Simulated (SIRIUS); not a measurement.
**SiC in SIRIUS: the effect of functional**

Crystal: SiC.

```
Si C
1.0
     2.97508    0.00000    0.00000
     0.00000    4.20842    0.00000
    -1.40385    0.00000    4.77498
Si C
2 2
Direct
  0.86244 0.25000 0.21333
  0.13756 0.75000 0.78667
  0.58702 0.25000 0.68406
  0.41298 0.75000 0.31594
```

The cell was built by a generator and needn't be a form met in nature.

Alike in all runs:

| Item | Value |
| --- | --- |
| Program | SIRIUS 7.10.0 |
| Task | single point |
| Potentials or basis | PseudoDojo 0.4.1 PBE standard (scalar relativistic) |
| Cutoff | 1127 eV |
| Density cutoff | 4507 eV |
| k mesh | 5 × 3 × 3 |
| Occupations | fermi-dirac, width 0.05 eV |
| Spin | no spin polarisation |

```tsv
functional	pressure (GPa)	largest force (eV/Å)
LDA	-29.3	1.33
PBE	?	?
PBEsol	-29.2	1.33
RPBE	-25.4	1.36
revPBE	-25.7	1.36
BLYP	-18.6	1.42
PW91	-25.6	1.36
AM05	-30.1	1.32
BP86	-24.3	1.38
EV93PW91	-21.4	1.39
HCTH407	-27.5	1.34
```

Question: What does the run with functional PBE give?

Answer: Pressure -26.4 GPa; largest force 1.35 eV/Å.

Caveats: all runs use coarse meshes; the potentials were made for another functional, which shifts forces and pressure (some runs); a pressure of tens of GPa on the cell as given is suspect, and the run, the potentials or the cell itself is likely at fault (some runs); forces of over 1 eV/Å show positions far from the minimum, so gaps and moduli don't describe the material at rest (some runs); the potentials were made for a functional far from this one (some runs).
